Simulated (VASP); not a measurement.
# TiC (Fm-3m) in VASP: notebook

One crystal, TiC, is run at these levels: PBEsol, PBE; tasks: equation of state.

Program: VASP 6.6.1. These are calculated values, not measurements. Logs are shortened: lines on timing, memory, paths and dates and some standing lists are left out, and cuts for length are marked.

### Step 1. The crystal as given

The structure is cubic, space group Fm-3m (No. 225). The conventional cell has a = 4.331 Å, b = 4.331 Å, c = 4.331 Å, α = 90.00°, β = 90.00°, γ = 90.00°. Ti (site symmetry m-3m) is surrounded by 6 C at 2.17 Å. Around C (site symmetry m-3m) lie 6 Ti at 2.17 Å.

The cell is a database's computed one.

### Step 2. Equation of state, PBEsol, 9.55 Å³/atom (volume scaled by 0.94)

Input file INCAR:

```
  PREC = Accurate
  ENCUT = 520
  EDIFF = 1E-7
  ISMEAR = -1
  SIGMA = 0.05
  LREAL = False
  LASPH = True
  NELM = 60
  ALGO = Normal
  ISIF = 2
  LWAVE = False
  LCHARG = False
  GGA = PS
  NBANDS = 15
```

Input file KPOINTS:

```
regular mesh
0
Gamma
  11 11 11
```

Input file POSCAR:

```
TiC
1.0
    0.0000000000      2.1215080947      2.1215080947
    2.1215080947      0.0000000000      2.1215080947
    2.1215080947      2.1215080947      0.0000000000
Ti C
1 1
Direct
    0.0000000000      0.0000000000      0.0000000000
    0.5000000000      0.5000000000      0.5000000000
```

Potentials or basis: VASP PAW PBE potentials, release 64 (Ti_sv, C).

Run with:

```console
$ cat potpaw_PBE.64/Ti_sv/POTCAR potpaw_PBE.64/C/POTCAR > POTCAR
$ mpirun -np 1 vasp_std > vasp.out
```

OUTCAR:

```text
PREC = Accurate
   ENCUT = 520
   EDIFF = 1E-7
   ISMEAR = -1
   LREAL = False
   LASPH = True
   NELM = 60
   ISIF = 2
   GGA = PS

 Found     56 irreducible k-points:

 Following reciprocal coordinates:
            Coordinates               Weight
  0.000000  0.000000  0.000000      1.000000
  0.090909  0.000000  0.000000      8.000000
  0.181818  0.000000  0.000000      8.000000
  0.272727  0.000000  0.000000      8.000000
  0.363636  0.000000  0.000000      8.000000
  0.454545  0.000000  0.000000      8.000000
   k-points           NKPTS =     56   k-points in BZ     NKDIM =     56   number of bands    NBANDS=     15
   number of dos      NEDOS =    301   number of ions     NIONS =      2
   total plane-waves  NPLWV =  13824
   dimension x,y,z NGX =    24 NGY =   24 NGZ =   24
   dimension x,y,z NGXF=    48 NGYF=   48 NGZF=   48
   ions per type =               1   1
   NGX,Y,Z   is equivalent  to a cutoff of  13.30, 13.30, 13.30 a.u.
   NGXF,Y,Z  is equivalent  to a cutoff of  26.60, 26.60, 26.60 a.u.
 SYSTEM =  unknown system
   PREC   = accura    normal or accurate (medium, high low for compatibility)
   ISTART =      0    job   : 0-new  1-cont  2-samecut
   ICHARG =      2    charge: 1-file 2-atom 10-const
   ISPIN  =      1    spin polarized calculation?
   LNONCOLLINEAR =      F non collinear calculations
   LSORBIT =      F    spin-orbit coupling
   LASPH  =      T    aspherical Exc in radial PAW
   ENCUT  =  520.0 eV  38.22 Ry    6.18 a.u.   5.58  5.58  5.58*2*pi/ulx,y,z
   NELM   =     60;   NELMIN=  2; NELMDL= -5     # of ELM steps
   EDIFF  = 0.1E-06   stopping-criterion for ELM
   LREAL  =      F    real-space projection
   EDIFFG = 0.1E-05   stopping-criterion for IOM
   NSW    =      0    number of steps for IOM
   IBRION =     -1    ionic relax: 0-MD 1-quasi-New 2-CG
   NFREE  =      0    steps in history (QN), initial steepest desc. (CG)
   ISIF   =      2    stress and relaxation
   ISYM   =      2    0-nonsym 1-usesym 2-fastsym
   POTIM  = 0.5000    time-step for ionic-motion
   TEBEG  =    0.0;   TEEND  =   0.0 temperature during run
   PSTRESS=    0.0 pullay stress
   NELECT =      16.0000    total number of electrons
   NUPDOWN=      -1.0000    fix difference up-down
   EMIN   =  10.00;   EMAX   =-10.00  energy-range for DOS
   EFERMI =   0.00;   METHOD = LEGACY
   ISMEAR =    -1;   SIGMA  =   0.05  broadening in eV -4-tet -1-fermi 0-gaus
   EFERMI_NEDOS =   21; number of points for ismear=-14 and -15
   IALGO  =     38    algorithm
   IMIX   =      4    mixing-type and parameters
     AMIX     =   0.40;   BMIX     =  1.00
     AMIX_MAG =   1.60;   BMIX_MAG =  1.00
  volume/ion in A,a.u.               =       9.55        64.44
  Fermi-wavevector in a.u.,A,eV,Ry     =   1.543335  2.916480 32.407474  2.381882
  Thomas-Fermi vector in A             =   2.649012
   LORBIT       =      0    0 simple, 1 ext, 2 COOP (PROOUT), +10 PAW based schemes
   GGA     = PS    functional components
   LHFCALC =     F    Hartree Fock is set to
   AEXX    =    0.0000 exact exchange contribution
   IVDW    =     0    specifies the selected vdW correction
   LEPSILON=     F    determine dielectric tensor
   LRPA    =     F    only Hartree local field effects (RPA)
 non-spin polarized calculation
  energy-cutoff  :      520.00
  volume of cell :       19.10
 maximum number of plane-waves:       532
   NGX = 11   NGY = 11   NGZ = 11

 number of electron      16.0000002 magnetization

 Free energy of the ion-electron system (eV)
  ---------------------------------------------------
  ext. energy  EPLUGINS =         0.00000000
  ---------------------------------------------------
  free energy    TOTEN  =       -19.78049401 eV

  energy without entropy =      -19.77789139  energy(sigma->0) =      -19.77919270

 E-fermi :  10.1112     XC(G=0): -13.1842

 val. band max:       10.0362882840   @ k =   0.4545   0.4545   0.0000
 cond. band min:      10.1894460036   @ k =   0.3636   0.2727   0.0000
 fundamental gap:      0.1531577197
 Fermi energy:        10.1111691327

 k-point     1 :       0.0000    0.0000    0.0000
  band No.  band energies     occupation
      1     -46.1095      2.00000
      2     -22.1988      2.00000
      3     -22.1988      2.00000
      4     -22.1988      2.00000
      5      -2.6086      2.00000
      6      10.7246      0.00001
      7      10.7246      0.00001
      8      10.7246      0.00001
      9      11.8302      0.00000
     10      11.8302      0.00000
     11      11.8302      0.00000
     12      11.9013      0.00000
     13      11.9013      0.00000
     14      21.4569      0.00000
     15      24.2178      0.00000

 k-point     2 :       0.0909    0.0000    0.0000
  band No.  band energies     occupation
      1     -46.1017      2.00000
      2     -22.2517      2.00000
      3     -22.2036      2.00000
      4     -22.2036      2.00000
      5      -2.4056      2.00000
      6       9.8776      1.98144
      7      10.1913      0.33540
      8      10.1913      0.33539
      9      11.1004      0.00000
     10      11.1004      0.00000
     11      12.2563      0.00000
     12      13.4640      0.00000
     13      13.4640      0.00000
     14      21.7646      0.00000
     15      24.3524      0.00000

 k-point     3 :       0.1818    0.0000    0.0000
  band No.  band energies     occupation
      1     -46.0807      2.00000
      2     -22.3913      2.00000
      3     -22.2163      2.00000
      4     -22.2163      2.00000
      5      -1.8250      2.00000
      6       8.3857      2.00000
      7       8.9876      2.00000
      8       8.9876      2.00000
      9      11.4718      0.00000
     10      11.4718      0.00000
     11      12.7380      0.00000
     12      15.1378      0.00000
     13      15.1378      0.00000
     14      22.2019      0.00000
     15      24.5426      0.00000

 k-point     4 :       0.2727    0.0000    0.0000
  band No.  band energies     occupation
      1     -46.0531      2.00000
      2     -22.5700      2.00000
      3     -22.2329      2.00000
      4     -22.2329      2.00000
      5      -0.9459      2.00000
      6       6.7752      2.00000
      7       8.0067      2.00000
      8       8.0067      2.00000
      9      12.0814      0.00000
     10      12.0814      0.00000
     11      13.2190      0.00000
     12      16.7144      0.00000
     13      16.7144      0.00000
     14      21.4719      0.00000
     15      25.3561      0.00000

 k-point     5 :       0.3636    0.0000    0.0000
  band No.  band energies     occupation
      1     -46.0277      2.00000
      2     -22.7302      2.00000
      3     -22.2481      2.00000
      4     -22.2481      2.00000
      5       0.1044      2.00000
      6       5.2530      2.00000
      7       7.3306      2.00000
      8       7.3306      2.00000
      9      12.7232      0.00000
     10      12.7232      0.00000
     11      13.8228      0.00000
     12      18.0036      0.00000
     13      18.0036      0.00000
     14      19.9573      0.00000
     15      26.6499      0.00000

 k-point     6 :       0.4545    0.0000    0.0000
  band No.  band energies     occupation
      1     -46.0125      2.00000
      2     -22.8237      2.00000
      3     -22.2571      2.00000
      4     -22.2571      2.00000
      5       1.0470      2.00000
      6       4.0872      2.00000
      7       6.9867      2.00000
      8       6.9867      2.00000
      9      13.1521      0.00000
     10      13.1521      0.00000
     11      14.4094      0.00000
     12      18.7459      0.00000
     13      18.7697      0.00000
     14      18.7697      0.00000
     15      25.6002      0.00000

 [... further k-points ...]
[... 5 lines left out ...]
  --------------------------------------------------------------------------------------
  -------------------------------------------------------------------------------------
  Total        1.2416900      1.2416900      1.2416900      0.0000000     -0.0000000     -0.0000000
  in kB      104.1740841    104.1740841    104.1740841      0.0000000     -0.0000000     -0.0000000
  external PRESSURE =     104.1740841 kB  Pullay stress =       0.0000000 kB

 VOLUME and BASIS-vectors are now :
 -----------------------------------------------------------------------------
  energy-cutoff  :      520.00
  volume of cell :       19.10
      direct lattice vectors                 reciprocal lattice vectors
     0.000000000  2.121508095  2.121508095    -0.235681401  0.235681401  0.235681401
     2.121508095  0.000000000  2.121508095     0.235681401 -0.235681401  0.235681401
     2.121508095  2.121508095  0.000000000     0.235681401  0.235681401 -0.235681401

 POSITION                                       TOTAL-FORCE (eV/Angst)
 -----------------------------------------------------------------------------------
      0.00000      0.00000      0.00000         0.000000      0.000000      0.000000
      2.12151      2.12151      2.12151         0.000000      0.000000     -0.000000
 -----------------------------------------------------------------------------------
    total drift:                                0.000000     -0.000000     -0.000000

  FREE ENERGIE OF THE ION-ELECTRON SYSTEM (eV)
  ---------------------------------------------------
  free  energy   TOTEN  =       -19.7804940056 eV

  energy  without entropy=      -19.7778913871  energy(sigma->0) =      -19.77919270
```

Run time: 13 s. Hardware: 1 thread of Intel Xeon Platinum 8259CL at 2.50GHz (Skylake/Cascade Lake), shared host; peak memory 0.14 GiB.

Results:

```
Free energy            : -19.7805 eV
Pressure               : 10.4 GPa
Band gap on the k mesh : none (metal or under the smearing width)
```

Caveat: the PAW data sets were made with another functional, which shifts forces and pressure a little.

### Step 3. Equation of state, PBEsol, 9.75 Å³/atom (volume scaled by 0.96)

INCAR is that of step 2.

KPOINTS is that of step 2.

Input file POSCAR:

```
TiC
1.0
    0.0000000000      2.1364487848      2.1364487848
    2.1364487848      0.0000000000      2.1364487848
    2.1364487848      2.1364487848      0.0000000000
Ti C
1 1
Direct
    0.0000000000      0.0000000000      0.0000000000
    0.5000000000      0.5000000000      0.5000000000
```

Potentials or basis: VASP PAW PBE potentials, release 64 (Ti_sv, C).

Run with:

```console
$ cat potpaw_PBE.64/Ti_sv/POTCAR potpaw_PBE.64/C/POTCAR > POTCAR
$ mpirun -np 1 vasp_std > vasp.out
```

It took 15 s on 1 thread of Intel Xeon Platinum 8259CL at 2.50GHz (Skylake/Cascade Lake), shared host; peak memory 0.14 GiB.

The run converged. Its results:

```
Free energy            : -19.7991 eV
Pressure               : 4.2 GPa
Band gap on the k mesh : none (metal or under the smearing width)
```

Caveat: the PAW data sets were made with another functional, which shifts forces and pressure a little.

[end of part 1 of 2]
